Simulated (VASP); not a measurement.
Runs of VASP 6.6.1 on GaP. Symmetry: F-43m, No. 216, cubic system. Conventional cell: a = 5.451 Å, b = 5.451 Å, c = 5.451 Å, α = 90.00°, β = 90.00°, γ = 90.00°. Ga (site symmetry -43m) is surrounded by 4 P at 2.36 Å. Around P (site symmetry -43m) lie 4 Ga at 2.36 Å. 

| task | cell | gap on the mesh (eV) | pressure (GPa) |
| --- | --- | --- | --- |
| relaxation of the atoms | atoms relaxed | 1.90 | 0.0 |
| relaxation of the atoms | atoms relaxed from: a relaxed cell with its volume scaled by 1.04 | (b) | -3.2 |
| relaxation of cell and atoms | relaxed | 1.90 | 0.0 |
| relaxation of the atoms | atoms relaxed from: a relaxed cell with its volume scaled by 1.06 | 1.84 | -4.5 |
| relaxation of the atoms | atoms relaxed from: a relaxed cell with its volume scaled by 0.96 | (a) | 3.9 |
| relaxation of the atoms | atoms relaxed from: a relaxed cell with its volume scaled by 0.94 | 1.78 | 6.2 |
| relaxation of the atoms | atoms relaxed from: a relaxed cell with its volume scaled by 0.98 | 1.87 | 1.9 |

Alike in all rows: level r2SCAN; potentials or basis VASP PAW PBE potentials, release 64 (Ga_d, P); no spin polarisation; k mesh 8 × 8 × 8; cutoff (eV) 600; smearing gaussian 0.03 eV.

Question: Fill in the values left out.

Answer: (a) 1.83; (b) 1.91.

Caveats: the relaxation stopped at its first step, so nothing moved; the PAW data sets were made with another functional, which shifts forces and pressure a little.

A k mesh can miss the band edges, and the runs leave out spin-orbit coupling on Ga.
